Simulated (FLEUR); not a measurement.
# Magnetic state of MnO2 from several starts, part 3 of 3

A self-consistent run ends on one state, which hangs on the start. Several orders of MnO2 are started in FLEUR and their energies compared.

FLEUR MaX-R8.1; PBE with U = 4.9 eV, J = 0.9 eV on Mn d; all-electron FLAPW, Dirac cores, scalar-relativistic bands.

So far, largest spin moment in the muffin-tin sphere (μB): step 2 (start 1: ferro +) 2.96; step 3 (run 2 (antiferro q=(0,0,1/2) +-)) 2.96; step 4 (order 3, typed as antiferro q=(0,1/2,0) +-) 2.85.

### Step 5. Start 4: antiferro q=(0,1/2,1/2) +-

An opposed order shows whether neighbours prefer unlike signs.

The cell is doubled to 6 atoms to hold this order. The mesh is halved along the doubled vector, so that both cells sample the same points.

File inp.xml:

```
<?xml version="1.0" encoding="UTF-8" standalone="no"?>
<fleurInput fleurInputVersion="0.39">
   <comment>
      MnO2
   </comment>
   <calculationSetup>
      <cutoffs Kmax="4.4" Gmax="13.2" GmaxXC="13.2" numbands="0"/>
      <scfLoop itmax="130" minDistance="0.0001" maxIterBroyd="15" imix="Anderson" alpha="0.05" precondParam="0.0" spinf="2.0" sdNocoIR="T"/>
      <coreElectrons ctail="T" frcor="F" kcrel="0" coretail_lmax="0"/>
      <xcFunctional name="pbe" relativisticCorrections="F"/>
      <magnetism jspins="2"/>
      <soc l_soc="F" theta="0.0" phi="0.0" spav="F"/>
      <expertModes spex="0" secvar="F"/>
      <geometryOptimization l_f="F" forcealpha="1.0" forcemix="BFGS" epsdisp="0.00001" epsforce="0.00001"/>
      <ldaU l_linMix="F" mixParam="0.05" spinf="1.0"/>
   </calculationSetup>
   <cell>
      <bzIntegration valenceElectrons="54.0" mode="hist" fermiSmearingEnergy="0.00183747">
         <kPointListSelection listName="default-1"/>
         <xi:include xmlns:xi="http://www.w3.org/2001/XInclude" href="kpts.xml"> </xi:include>
      </bzIntegration>
      <xi:include xmlns:xi="http://www.w3.org/2001/XInclude" href="sym.xml"> </xi:include>
      <bulkLattice scale="1.0">
         <bravaisMatrix>
            <row-1>    5.3981504144642116     0.0000000000000000     0.0000000000000000</row-1>
            <row-2>   -5.3981504144642116     9.3498707850430556     0.0000000000000000</row-2>
            <row-3>   -2.6990752072321058     4.6749353925215278     8.6953367681600700</row-3>
         </bravaisMatrix>
      </bulkLattice>
   </cell>
   <atomSpecies>
      <species name="Manganese 4.500" element="Mn" atomicNumber="25">
         <mtSphere radius="2.24" gridPoints="741" logIncrement="0.016"/>
         <atomicCutoffs lmax="8" lnonsphr="6"/>
         <electronConfig flipSpins="F">
            <coreConfig>(1s1/2) (2s1/2) (2p1/2) (2p3/2)</coreConfig>
            <valenceConfig>(3s1/2) (3p1/2) (3p3/2) (4s1/2) (3d3/2) (3d5/2)</valenceConfig>
            <stateOccupation state="(3d3/2)" spinUp="1.75" spinDown="0.25"/>
            <stateOccupation state="(3d5/2)" spinUp="3.0" spinDown="0.0"/>
         </electronConfig>
         <energyParameters s="4" p="4" d="3" f="4"/>
         <ldaU l="2" U="4.9" J="0.9" l_amf="F"/>
         <lo type="SCLO" l="0" n="3" eDeriv="0"/>
         <lo type="SCLO" l="1" n="3" eDeriv="0"/>
      </species>
      <species name="Manganese -4.500" element="Mn" atomicNumber="25">
         <mtSphere radius="2.24" gridPoints="741" logIncrement="0.016"/>
         <atomicCutoffs lmax="8" lnonsphr="6"/>
         <electronConfig flipSpins="F">
            <coreConfig>(1s1/2) (2s1/2) (2p1/2) (2p3/2)</coreConfig>
            <valenceConfig>(3s1/2) (3p1/2) (3p3/2) (4s1/2) (3d3/2) (3d5/2)</valenceConfig>
            <stateOccupation state="(3d3/2)" spinUp="0.25" spinDown="1.75"/>
            <stateOccupation state="(3d5/2)" spinUp="0.0" spinDown="3.0"/>
         </electronConfig>
         <energyParameters s="4" p="4" d="3" f="4"/>
         <ldaU l="2" U="4.9" J="0.9" l_amf="F"/>
         <lo type="SCLO" l="0" n="3" eDeriv="0"/>
         <lo type="SCLO" l="1" n="3" eDeriv="0"/>
      </species>
      <species name="Oxygen (O)" element="O" atomicNumber="8">
         <mtSphere radius="1.27" gridPoints="421" logIncrement="0.025"/>
         <atomicCutoffs lmax="6" lnonsphr="4"/>
         <electronConfig flipSpins="F">
            <coreConfig>(1s1/2)</coreConfig>
            <valenceConfig>(2s1/2) (2p1/2) (2p3/2)</valenceConfig>
            <stateOccupation state="(2p1/2)" spinUp="0.666667" spinDown="0.666667"/>
            <stateOccupation state="(2p3/2)" spinUp="1.333333" spinDown="1.333333"/>
         </electronConfig>
         <energyParameters s="2" p="2" d="3" f="4"/>
      </species>
   </atomSpecies>
   <atomGroups>
      <atomGroup species="Manganese 4.500">
         <relPos label="                   1">.0000000000 1.000/2.000 1.000/2.000</relPos>
         <force calculate="T" relaxXYZ="TTT"/>
      </atomGroup>
      <atomGroup species="Manganese -4.500">
         <relPos label="                   2">.0000000000 .0000000000 1.000/2.000</relPos>
         <force calculate="T" relaxXYZ="TTT"/>
      </atomGroup>
      <atomGroup species="Oxygen (O)">
         <relPos label="                   3">-1.000/3.000 -.2301870500 .2937074300</relPos>
         <relPos label="                   6">1.000/3.000 .2301870500 -.2937074300</relPos>
         <force calculate="T" relaxXYZ="TTT"/>
      </atomGroup>
      <atomGroup species="Oxygen (O)">
         <relPos label="                   4">-1.000/3.000 .2698129500 .2937074300</relPos>
         <relPos label="                   5">1.000/3.000 -.2698129500 -.2937074300</relPos>
         <force calculate="T" relaxXYZ="TTT"/>
      </atomGroup>
   </atomGroups>
   <output dos="F" band="F" slice="F">
      <bandDOS minEnergy="-.5*Htr" maxEnergy="0.5*Htr" sigma="0.015" storeEVData="T"/>
      <plotting iplot="0" polar="F">
         <plot TwoD="T" vec1="  1.0  0.0  0.0" vec2="  0.0  1.0  0.0" vec3="  0.0  0.0  1.0" zero="  0.0  0.0  0.0" file="plot"/>
      </plotting>
      <moessbauerParams electricFieldGradient="F" isomerShift="F" coreHyperfine="F" valenceHyperfine="F"/>
   </output>
</fleurInput>
```

File crystal.txt:

```
MnO2
&input film=F cartesian=F /
2.85657818040  0.00000000000  0.00000000000
-2.85657818040  4.94773854440  0.00000000000
-1.42828909020  2.47386927220  4.60137405890
1.8897261246
1.0 1.0 1.0

6
25 0.00000000000  0.75000000000  0.50000000000 : 4.500
25 0.00000000000  0.25000000000  0.50000000000 : -4.500
8 0.66666666500  0.01981295000  0.29370743000
8 0.66666666500  0.51981295000  0.29370743000
8 0.33333333500  0.98018705000  0.70629257000
8 0.33333333500  0.48018705000  0.70629257000

&kpt div1=8 div2=4 div3=8 gamma=T /
```

Launch:

```
$ OMP_NUM_THREADS=1 inpgen -f crystal.txt > inpgen.log  # inp.xml is then edited as shown
$ OMP_NUM_THREADS=1 mpirun -n 4 fleur_MPI > fleur.log
```

The log of the run:

```text
[banner, memory and clock lines left out]
Welcome to FLEUR        (www.flapw.de)
      MaX-Release 8.1          (www.max-centre.eu)

 ========== k-point set info ==========
 Selected k-point list: default-1
 k-point list type: mesh
 8 x 4 x 8
 Number of k points: 132

 [... set-up left out ...]
 no density matrix found ... skipping LDA+U
 Reset of history
 Iteration:     1   Distance:      39.15978503 me/bohr^3
 Iteration:     2   Distance:      35.16532693 me/bohr^3
 Iteration:     3   Distance:      28.59315198 me/bohr^3
[...]
[... left out ...]
            <freeEnergy value="-2618.1154555674"/>
            <extrapolationTo0K value="-2618.1154555674"/>
         </totalEnergy>
         [... left out ...]
         <ldaUDensityMatrixConvergence>
            <distance spin="1" distance="0.000004"/>
            <distance spin="2" distance="0.000006"/>
         </ldaUDensityMatrixConvergence>
         <densityConvergence units="me/bohr^3">
            <chargeDensity spin="1" distance="0.0000320811"/>
            <chargeDensity spin="2" distance="0.0000348805"/>
            <overallChargeDensity distance="0.0000548309"/>
            <spinDensity distance="0.0000385391"/>
         </densityConvergence>
      </iteration>
```

It took 4.4 min on 4 MPI ranks of Intel Xeon Platinum 8488C (Sapphire Rapids), shared host; peak memory 0.54 GiB.

Read from the output:

| Item | Value |
| --- | --- |
| free energy | -71242.5509 eV |
| program's band gap on this mesh (in a metal only a level spacing) | 2.417 eV |
| magnetization | 0 μB |
| final state | antiferromagnetic |
| largest moment | 2.847 μB |

It lies 20.1 meV a seeded atom over the first start, and its largest moment is 2.85 μB against 2.96 μB.

### Step 6. Order 5, typed as no spin polarisation

A spinless run shows what the cell costs with no moments; under a U that can hold a penalty on part-filled orbitals beside the lost exchange.

The k list default-1 (kpts.xml, not shown) is a Γ-centred 8×8×8 mesh.

File inp.xml:

```
<?xml version="1.0" encoding="UTF-8" standalone="no"?>
<fleurInput fleurInputVersion="0.39">
   <comment>
      MnO2
   </comment>
   <calculationSetup>
      <cutoffs Kmax="4.4" Gmax="13.2" GmaxXC="13.2" numbands="0"/>
      <scfLoop itmax="130" minDistance="0.0001" maxIterBroyd="15" imix="Anderson" alpha="0.05" precondParam="0.0" spinf="2.0" sdNocoIR="T"/>
      <coreElectrons ctail="T" frcor="F" kcrel="0" coretail_lmax="0"/>
      <xcFunctional name="pbe" relativisticCorrections="F"/>
      <magnetism jspins="1"/>
      <soc l_soc="F" theta="0.0" phi="0.0" spav="F"/>
      <expertModes spex="0" secvar="F"/>
      <geometryOptimization l_f="F" forcealpha="1.0" forcemix="BFGS" epsdisp="0.00001" epsforce="0.00001"/>
      <ldaU l_linMix="F" mixParam="0.05" spinf="1.0"/>
   </calculationSetup>
   <cell>
      <bzIntegration valenceElectrons="27.0" mode="hist" fermiSmearingEnergy="0.00183747">
         <kPointListSelection listName="default-1"/>
         <xi:include xmlns:xi="http://www.w3.org/2001/XInclude" href="kpts.xml"> </xi:include>
      </bzIntegration>
      <xi:include xmlns:xi="http://www.w3.org/2001/XInclude" href="sym.xml"> </xi:include>
      <bulkLattice scale="1.0">
         <bravaisMatrix>
            <row-1>    5.3981504145398009    -0.0000000000188973     0.0000000000000000</row-1>
            <row-2>   -2.6990752072510031     4.6749353924648362     0.0000000000000000</row-2>
            <row-3>    0.0000000000000000     0.0000000000000000     8.6953367681600700</row-3>
         </bravaisMatrix>
      </bulkLattice>
   </cell>
   <atomSpecies>
      <species name="Manganese (Mn)" element="Mn" atomicNumber="25">
         <mtSphere radius="2.24" gridPoints="741" logIncrement="0.016"/>
         <atomicCutoffs lmax="8" lnonsphr="6"/>
         <electronConfig flipSpins="F">
            <coreConfig>(1s1/2) (2s1/2) (2p1/2) (2p3/2)</coreConfig>
            <valenceConfig>(3s1/2) (3p1/2) (3p3/2) (4s1/2) (3d3/2) (3d5/2)</valenceConfig>
            <stateOccupation state="(3d3/2)" spinUp="1.000000" spinDown="1.000000"/>
            <stateOccupation state="(3d5/2)" spinUp="1.500000" spinDown="1.500000"/>
         </electronConfig>
         <energyParameters s="4" p="4" d="3" f="4"/>
         <ldaU l="2" U="4.9" J="0.9" l_amf="F"/>
         <lo type="SCLO" l="0" n="3" eDeriv="0"/>
         <lo type="SCLO" l="1" n="3" eDeriv="0"/>
      </species>
      <species name="Oxygen (O)" element="O" atomicNumber="8">
         <mtSphere radius="1.27" gridPoints="421" logIncrement="0.025"/>
         <atomicCutoffs lmax="6" lnonsphr="4"/>
         <electronConfig flipSpins="F">
            <coreConfig>(1s1/2)</coreConfig>
            <valenceConfig>(2s1/2) (2p1/2) (2p3/2)</valenceConfig>
            <stateOccupation state="(2p1/2)" spinUp="0.666667" spinDown="0.666667"/>
            <stateOccupation state="(2p3/2)" spinUp="1.333333" spinDown="1.333333"/>
         </electronConfig>
         <energyParameters s="2" p="2" d="3" f="4"/>
      </species>
   </atomSpecies>
   <atomGroups>
      <atomGroup species="Manganese (Mn)">
         <relPos label="                   1">.0000000000 .0000000000 1.000/2.000</relPos>
         <force calculate="T" relaxXYZ="TTT"/>
      </atomGroup>
      <atomGroup species="Oxygen (O)">
         <relPos label="                   2">-1.000/3.000 1.000/3.000 .2937074300</relPos>
         <relPos label="                   3">1.000/3.000 -1.000/3.000 -.2937074300</relPos>
         <force calculate="T" relaxXYZ="TTT"/>
      </atomGroup>
   </atomGroups>
   <output dos="F" band="F" slice="F">
      <bandDOS minEnergy="-.5*Htr" maxEnergy="0.5*Htr" sigma="0.015" storeEVData="T"/>
      <plotting iplot="0" polar="F">
         <plot TwoD="T" vec1="  1.0  0.0  0.0" vec2="  0.0  1.0  0.0" vec3="  0.0  0.0  1.0" zero="  0.0  0.0  0.0" file="plot"/>
      </plotting>
      <moessbauerParams electricFieldGradient="F" isomerShift="F" coreHyperfine="F" valenceHyperfine="F"/>
   </output>
</fleurInput>
```

File crystal.txt:

```
MnO2
&input film=F cartesian=F /
2.85657818044  -0.00000000001  0.00000000000
-1.42828909021  2.47386927217  0.00000000000
0.00000000000  0.00000000000  4.60137405890
1.8897261246
1.0 1.0 1.0

3
25 0.00000000000  0.00000000000  0.50000000000
8 0.66666666667  0.33333333333  0.29370743000
8 0.33333333333  0.66666666667  0.70629257000

&kpt div1=8 div2=8 div3=8 gamma=T /
```

The log of the run:

```text
[banner, memory and clock lines left out]
Welcome to FLEUR        (www.flapw.de)
      MaX-Release 8.1          (www.max-centre.eu)

 ========== k-point set info ==========
 Selected k-point list: default-1
 k-point list type: mesh
 0 x 0 x 0
 Number of k points: 68

 [... set-up left out ...]
 no density matrix found ... skipping LDA+U
 Reset of history
 Iteration:     1   Distance:      36.72525977 me/bohr^3
 Iteration:     2   Distance:      38.48674901 me/bohr^3
 Iteration:     3   Distance:      32.61504954 me/bohr^3
 Iteration:     4   Distance:      21.96398904 me/bohr^3
[...]
<sumOfEigenvalues value="     -752.4628679872">
               <coreElectrons value="-736.0988430204"/>
               <valenceElectrons value="-16.3640249669"/>
            </sumOfEigenvalues>
         [... left out ...]
            <freeEnergy value="-1308.9368611323"/>
            <extrapolationTo0K value="-1308.9362851706"/>
         </totalEnergy>
         [... left out ...]
         <ldaUDensityMatrixConvergence>
            <distance spin="1" distance="0.000001"/>
         </ldaUDensityMatrixConvergence>
         <densityConvergence units="me/bohr^3">
            <chargeDensity spin="1" distance="0.0000092424"/>
         </densityConvergence>
      </iteration>
```

Wall time 19 s (4 MPI ranks); peak memory 0.22 GiB; 76 s of CPU time.

Numbers from this step:

```
free energy                                                       : -35617.9865 eV
program's band gap on this mesh (in a metal only a level spacing) : 0.003002 eV
final state                                                       : non-magnetic (no spin polarisation)
```

It lies 3309 meV a seeded atom over the first start.

### Step 7. The states side by side

Free energies are divided by the number of seeded atoms, so that cells of unlike size compare. Wavevectors q in the names are fractions of the primitive cell's reciprocal vectors.

Orders:

| start | final state | typed order kept | energy over the lowest (meV a seeded atom) | largest sphere moment (μB) | net moment (μB a primitive cell) | mesh matched | CPU time (s) |
| --- | --- | --- | --- | --- | --- | --- | --- |
| ferro + | ferromagnetic | yes | 0 | 2.96 | 3 | yes | 120.2 |
| antiferro q=(0,0,1/2) +- | antiferromagnetic | yes | 0.4977 | 2.958 | 0 | yes | 295.3 |
| antiferro q=(0,1/2,0) +- | antiferromagnetic | yes | 20.29 | 2.847 | 0 | yes | 1027 |
| antiferro q=(0,1/2,1/2) +- | antiferromagnetic | yes | 20.13 | 2.847 | 0 | yes | 1044 |
| no spin polarisation | non-magnetic | - | 3309 | 0 | 0 | yes | 76.18 |

### Step 8. Results

* lowest state found: ferromagnetic (typed ferro +)
* largest site spin moment: 2.96 μB
* next finished state: antiferromagnetic, 0.498 meV a seeded atom higher
* spinless run over the lowest (under a U no clean measure of the moments): 3309 meV a seeded atom

What this shows: The lowest state found is ferromagnetic, reached from the start ferro +, with moments up to 2.96 μB. The two lowest states lie so close that the mesh, the functional or spin–orbit coupling could swap them. Under a U a spinless run can be left with part-filled orbitals, which the U penalises, or fall into a low-spin state, so its energy is no clean measure of what the moments gain. This is the lowest of 5 finished starts, no proof of the ground state.

[Logs and program files are shortened in this print: banners, set-up blocks, solver, clock and traceback lines can be left out without a mark of their own.]

[Logs are printed without paths, hosts, clocks, repeated set-up lines and the standing remarks that a program may print on its own settings, such as how far it seeks lower states.]

[Hosts, paths, dates, database ids (printed as entryN), source tags and the programs' standing remarks are cut or masked in the printed files.]

[Where a cell is said to come from a database of computed structures, the database is the Materials Project.]
